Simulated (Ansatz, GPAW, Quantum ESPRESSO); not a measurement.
Fitting the LDA energy curve of CoAl

It takes space group Pm-3m (No. 221, cubic). Conventional cell: a = 2.819 Å, b = 2.819 Å, c = 2.819 Å, α = 90.00°, β = 90.00°, γ = 90.00°. Around Co (site symmetry m-3m) lie 8 Al at 2.44 Å. Al (site symmetry m-3m) has 8 Co at 2.44 Å as nearest neighbours.

The cell is a database's computed one, not the measured one.

The cell was scaled at fixed shape and fractions and run with Ansatz, all-electron LAPW, scalar-relativistic; LDA, k mesh 9 × 9 × 9 on the cell of 2 atoms, fermi-dirac occupations of 0.05 eV, collinear spin, ferromagnetic start, no spin-orbit coupling. Energies are those that the program minimises, any entropy of the smearing included. For a metal such a mesh isn't converged to the digits shown. The moments vanished.

| V (Å³/atom) | energy over the lowest row (meV/atom) |
| --- | --- |
| 10.5334 | 7.68 |
| 10.7575 | 0.65 |
| 10.9817 | 0.00 |
| 11.2058 | 5.08 |
| 11.4299 | 15.28 |
| 11.6540 | ? |
| 11.8781 | 49.05 |

Fit the third-order Birch-Murnaghan form, give V0, B0 and B′, and predict the energy left open.

With y = (V0/V)^(2/3), E = E0 + (9 V0 B0/16) [(y - 1)³ B′ + (y - 1)² (6 - 4y)]. Least squares through the rows shown give V0 = 10.8928 Å³/atom, E0 = -0.46 meV, B0 = 207.4 GPa (1 eV/Å³ = 160.218 GPa) and B′ = 4.28, with a largest miss of 0.01 meV. At V = 11.6540 the form with these constants gives 30.11 meV; the run gave 30.10 meV an atom. Other set-ups at this level, from all their volumes (Å³/atom, GPa): GPAW, the program's PAW data sets (release 1.2.1) made for this functional: V0 10.980, B0 209.6; Quantum ESPRESSO, GBRV 1.5 LDA: V0 10.906, B0 208.6.

The fit describes a stiff intermetallic whose energy rises faster on compression than on expansion, as B′ = 4.28 expresses. The stiffness fits the bonding expected in CoAl: Co 3d states hybridise with Al s and p states, adding a directional part to the metallic cohesion, while short-range repulsion steepens the compressed side. The same hybridisation probably lowers the Co d weight at the Fermi level enough to defeat the Stoner instability, which would explain why the ferromagnetic start collapses, unlike in elemental cobalt.

The open energy lies between fitted volumes, so its close recovery confirms a smooth interpolation, not the accuracy of the functional. LDA typically overbinds such metals, so V0 is probably too small and B0 too large against experiment. Both other set-ups give a larger volume together with a higher bulk modulus, the reverse of the usual softening on expansion, so their differences are not a simple volume shift; the treatment of the core may contribute. The lost moment says nothing about off-stoichiometric alloys, where antisite Co can be magnetic.
